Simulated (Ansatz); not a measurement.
Born–Oppenheimer molecular dynamics of a periodic cell of 12 atoms, TiO$_{2}$ (start crystal TiO2, start structure I4_1/amd, volume 1.05 times the crystal's). It starts from a structure without forces on its atoms.

Method: DFT PBEsol, scalar-relativistic, plane waves, PAW (Ansatz). Settings: PAW set soft_1, cutoff 420 eV, k mesh 3x3x1, fermi-dirac smearing 0.24 eV, no spin polarisation.

- ensemble: NVT, Langevin thermostat
- time step: 1.12 fs
- steps asked: 220
- set temperature: 2800 K
- friction: 0.02 /fs
- seed: 993296

First frame:

```xyz
12
Lattice="3.8471 0.0000 0.0000 0.0000 3.8471 0.0000 0.0000 0.0000 9.6700" Properties=species:S:1:pos:R:3
Ti 0.000 0.000 0.000
Ti 0.000 1.923 2.417
O 0.000 0.000 1.998
O 0.000 1.923 4.415
O 0.000 1.923 0.420
O 0.000 0.000 7.672
Ti 1.923 1.923 4.835
Ti 1.923 0.000 7.253
O 1.923 1.923 6.833
O 1.923 0.000 9.250
O 1.923 0.000 5.255
O 1.923 1.923 2.837
```

(1) What does the run give?

(2) What happens to the structure?

(3) How do temperature and energy run in time?

Answers

(1) All steps were run.

* steps done: 220
* time covered: 246.4 fs
* mean temperature over the second half: 2722 K
* spread of the potential energy over the second half: 73.5 meV per atom
* mean potential energy of the second half above the start: 347.0 meV per atom

A run of 0.25 ps of so small a system gives no equilibrium averages. Limits of this set-up: coarse k mesh, PAW files made for another functional.

(2) Mean squared displacements from the first frame to the last, about the centre of mass: Ti 0.21 Å², O 0.09 Å². The details hang on the random start.

(3) 
```tsv
time (fs)	T (K)	potential energy less start (eV)
0	2567	0.000
12.32	1457	1.964
24.64	2026	3.451
36.96	2630	3.765
49.28	2621	3.933
61.6	3526	2.854
73.92	3760	3.738
86.24	3045	4.882
98.56	3250	4.945
110.88	3305	4.570
123.2	2729	3.523
135.52	2201	3.392
147.84	2642	2.969
160.16	2373	4.321
172.48	2914	4.337
184.8	2270	5.410
197.12	2301	5.805
209.44	2940	4.173
221.76	3600	4.035
234.08	3555	4.313
246.4	2950	3.057
```

Run time: 15 min on 1 thread of Arm Neoverse V2, on a shared host, peak memory 0.48 GiB.
